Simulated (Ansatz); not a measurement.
# Ta: the cost of one run

Program: the Python package of Ansatz 0.2.0. Level of theory: DFT PBE, plane waves, norm-conserving potentials. These are calculated values, not measurements.

### Step 1. The structure

Ta Im-3m: Symmetry: Im-3m, No. 229, cubic system. The conventional cell has a = 3.303 Å, b = 3.303 Å, c = 3.303 Å, α = 90.00°, β = 90.00°, γ = 90.00°. Ta (site symmetry m-3m) is surrounded by 8 Ta at 2.86 Å.

Ta Fm-3m: It takes space group Fm-3m (No. 225, cubic). Conventional cell: a = 4.220 Å, b = 4.220 Å, c = 4.220 Å, α = 90.00°, β = 90.00°, γ = 90.00°. Ta (site symmetry m-3m) has 12 Ta at 2.98 Å as nearest neighbours.

The script reads ta_im_3m.vasp:

```text
Ta
1.0
  -1.65128000    1.65128000    1.65128000
   1.65128000   -1.65128000    1.65128000
   1.65128000    1.65128000   -1.65128000
Ta
1
Direct
   0.00000000    0.00000000    0.00000000
```

ta_fm_3m.vasp, read by the script:

```text
Ta
1.0
   0.00000000    2.11000000    2.11000000
   2.11000000    0.00000000    2.11000000
   2.11000000    2.11000000    0.00000000
Ta
1
Direct
   0.00000000    0.00000000    0.00000000
```

### Step 2. Script

Contents of run_transition.py:

```python
'''Pressure at which two phases of Ta cross.'''

import csv

import ansatz as az
from ase.io import read
import numpy as np


def compute(name, crystal, pressure=0.0):
    calc = (
        crystal.calculation()
        .functional('PBE')
        .pseudopotentials('nc')
        .mixing('msr1', preconditioner='resta')
        .eigensolver('davidson', full_accuracy=True)
        .scf(extra_bands=2, algorithm='direct_min')
        .kpoints(spacing=0.39)
        .occupations('fermi_dirac', width=0.05)
    )
    calc = calc.relax(force_tolerance=0.02, max_steps=40, cell=True, pressure=pressure)
    return calc.run(threads=1, pin='off')


def volume_per_atom(outcome):
    return abs(np.linalg.det(outcome.lattice.cell_ang)) / len(outcome.lattice.sites)


def main() -> None:
    phases = {}
    atoms = read('ta_im_3m.vasp', format='vasp')
    im_3m = az.Crystal.from_ase(atoms)
    phases['Im-3m'] = im_3m
    atoms = read('ta_fm_3m.vasp', format='vasp')
    fm_3m = az.Crystal.from_ase(atoms)
    phases['Fm-3m'] = fm_3m

    # enthalpy per atom at each pressure
    pressures = [0, 15, 30, 45]
    enthalpy, volume = {name: [] for name in phases}, {name: [] for name in phases}
    for p in pressures:
        for name, crystal in phases.items():
            o = compute(name, crystal, pressure=p)
            volume[name].append(volume_per_atom(o))
            enthalpy[name].append(o.report['energy_sigma0_ev'] / len(o.lattice.sites) + p * volume[name][-1] / 160.21766)
    gap = np.array(enthalpy['Fm-3m']) - np.array(enthalpy['Im-3m'])
    rows = [(p, va, vb, 1000 * d) for p, va, vb, d in zip(pressures, volume['Im-3m'], volume['Fm-3m'], gap)]
    with open('transition.csv', 'w', newline='') as handle:
        writer = csv.writer(handle)
        writer.writerow(['P (GPa)', 'V Im-3m (A^3/atom)', 'V Fm-3m (A^3/atom)', 'H(Fm-3m) - H(Im-3m) (meV/atom)'])
        writer.writerows([round(v, 4) if isinstance(v, float) else v for v in row] for row in rows)
    print(open('transition.csv').read())
    crossings = [p0 - g0 * (p1 - p0) / (g1 - g0) for p0, p1, g0, g1 in zip(pressures, pressures[1:], gap, gap[1:]) if g0 * g1 < 0]
    print('crossing near', [round(float(p), 1) for p in crossings], 'GPa') if crossings else print('no crossing in this range')


if __name__ == '__main__':
    main()
```

### Step 3. What the engine is handed

The package turns the script's settings into the engine's input (first run):

```yaml
crystal:
  lattice:
    - [-1.65128, 1.65128, 1.65128]
    - [1.65128, -1.65128, 1.65128]
    - [1.65128, 1.65128, -1.65128]
  atoms:
    - { symbol: Ta, position: [0.0, 0.0, 0.0] }
kpoints:
  mp_grid:
    kspacing: 0.39
hamiltonian:
  xc: pbe
  pseudopotentials:
    kind: nc
scf:
  algorithm: direct_min
  n_extra_bands: 2
  mixing:
    algorithm: msr1
    preconditioner: resta
  occupations:
    method: fermi_dirac
    width: 0.05
  eigensolver:
    kind: davidson
    full_accuracy: true
relax:
  f_tol: 0.02
  max_steps: 40
  cell:
    p_target: 0.0
```

### Step 4. Running it

Run with:

```sh
> python run_transition.py
```

Q: Estimate wall time and peak memory on 1 thread of Arm Neoverse V1, shared host.

About 1.8 min, with a peak of 0.4 GiB.
